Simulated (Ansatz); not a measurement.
# Re3Hg: the cost of one run

Program: Ansatz 0.2.0. Level of theory: DFT PBE, scalar-relativistic, plane waves, PAW. These are calculated values, not measurements.

### Step 1. The system as given

It takes space group Pm-3n (No. 223, cubic). The conventional cell has a = 5.208 Å, b = 5.208 Å, c = 5.208 Å, α = 90.00°, β = 90.00°, γ = 90.00°. Re (site symmetry -4m2) is surrounded by 2 Re at 2.60 Å and 4 Hg at 2.91 Å. Hg (site symmetry m-3) has 12 Re at 2.91 Å as nearest neighbours.

As a file:

```cif
data_structure
_symmetry_space_group_name_H-M 'P 1'
_symmetry_Int_Tables_number 1
_cell_length_a 5.2079
_cell_length_b 5.2079
_cell_length_c 5.2079
_cell_angle_alpha 90.000
_cell_angle_beta 90.000
_cell_angle_gamma 90.000
_cell_volume 141.25
loop_
_atom_site_label
_atom_site_type_symbol
_atom_site_fract_x
_atom_site_fract_y
_atom_site_fract_z
_atom_site_occupancy
Re1 Re 0.00000 0.50000 0.25000 1
Re2 Re 0.00000 0.50000 0.75000 1
Re3 Re 0.25000 0.00000 0.50000 1
Re4 Re 0.75000 0.00000 0.50000 1
Re5 Re 0.50000 0.75000 0.00000 1
Re6 Re 0.50000 0.25000 0.00000 1
Hg1 Hg 0.00000 0.00000 0.00000 1
Hg2 Hg 0.50000 0.50000 0.50000 1
```

This is candidate A: A15 type (Pm-3n, No. 223).

(A quick probe on a coarse mesh, which set the mesh and smearing, is not shown.)

### Step 3. A loose first relaxation (candidate A)

input.yaml

```yaml
crystal:
  lattice:
    - [5.2078687113, 0.0, 0.0]
    - [0.0, 5.2078687113, 0.0]
    - [0.0, 0.0, 5.2078687113]
  atoms:
    - { symbol: Re, position: [0.0, 0.5, 0.25] }
    - { symbol: Re, position: [0.0, 0.5, 0.75] }
    - { symbol: Re, position: [0.25, 0.0, 0.5] }
    - { symbol: Re, position: [0.75, 0.0, 0.5] }
    - { symbol: Re, position: [0.5, 0.75, 0.0] }
    - { symbol: Re, position: [0.5, 0.25, 0.0] }
    - { symbol: Hg, position: [0.0, 0.0, 0.0] }
    - { symbol: Hg, position: [0.5, 0.5, 0.5] }
basis:
  ecutwfc: 420
kpoints:
  mp_grid: { grid: [4, 4, 4] }
hamiltonian:
  xc: pbe
scf:
  occupations: { method: gaussian, width: 0.1 }
  lower_state_search: "off"
output:
  forces: true
  stress: true
  eigenvalues: true
relax:
  adjacent_minimum: "off"
  f_tol: 0.04
  max_steps: 70
  cell: { stress_tol: 0.4 }
```

On the command line:

```console
$ ansatz run input.yaml --threads 1 --pin off --max-ram 2560MiB --backend cpu --events-out ev --progress --plain --runs-dir out
```

**Question.** How long does this run take on 1 thread of Intel Xeon 6975P-C (Granite Rapids), shared host, and how much memory does it need?

About 18 s, with a peak of 0.47 GiB.
